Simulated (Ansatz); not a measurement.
Crystal: SnTe.

```
Te Sn
1.0
     3.90470    0.00000    0.00000
     0.00000    3.90470    0.00000
     0.00000    0.00000    3.90470
Te Sn
1 1
Cartesian
  1.9524 1.9524 1.9524
  0.0000 0.0000 0.0000
```

Measurements of this composition are mostly on another form, of space group No. 225.

| Property | Result |
| --- | --- |
| Program | Ansatz 0.2.0 |
| Task | relaxation of cell and atoms |
| Functional | revPBE |
| Dispersion | D4 |
| Potentials or basis | Ansatz PAW |
| Cutoff | 420 eV (not typed: the program's choice for these potentials) |
| k mesh | 7 × 7 × 7 |
| Occupations | fermi-dirac, width 0.05 eV |
| Spin | no spin polarisation |

At the start: volume 29.77 Å³/atom.

Problem. How do energy, volume and symmetry change on relaxing?

Solution. It ends after 6 steps and the volume is 27.11 Å³/atom (-8.9 %); space group Pm-3m (No. 221, to 0.05 Å).

Step by step:
```csv
step,energy change (eV),largest force (eV/Å),volume (Å³)
1,0.0000,0.0000,59.53
2,-0.0212,0.0000,58.15
3,-0.0601,0.0000,54.40
4,-0.0602,0.0000,54.16
5,-0.0602,0.0000,54.21
6,-0.0592,0.0000,54.21
```

Final structure:
```cif
data_structure
_symmetry_space_group_name_H-M 'P 1'
_symmetry_Int_Tables_number 1
_cell_length_a 3.7847
_cell_length_b 3.7847
_cell_length_c 3.7847
_cell_angle_alpha 90.000
_cell_angle_beta 90.000
_cell_angle_gamma 90.000
_cell_volume 54.21
loop_
_atom_site_label
_atom_site_type_symbol
_atom_site_fract_x
_atom_site_fract_y
_atom_site_fract_z
_atom_site_occupancy
Te1 Te 0.50000 0.50000 0.50000 1
Sn1 Sn 0.00000 0.00000 0.00000 1
```

Caveat: the plane-wave basis is chosen anew once the cell has moved, so the energies of steps on either side of that aren't comparable; pairwise dispersion overbinds metals, which lowers pressure and volume; the PAW data sets come from PBE, with cores solved anew for the run's functional, which leaves a small shift of forces and pressure.
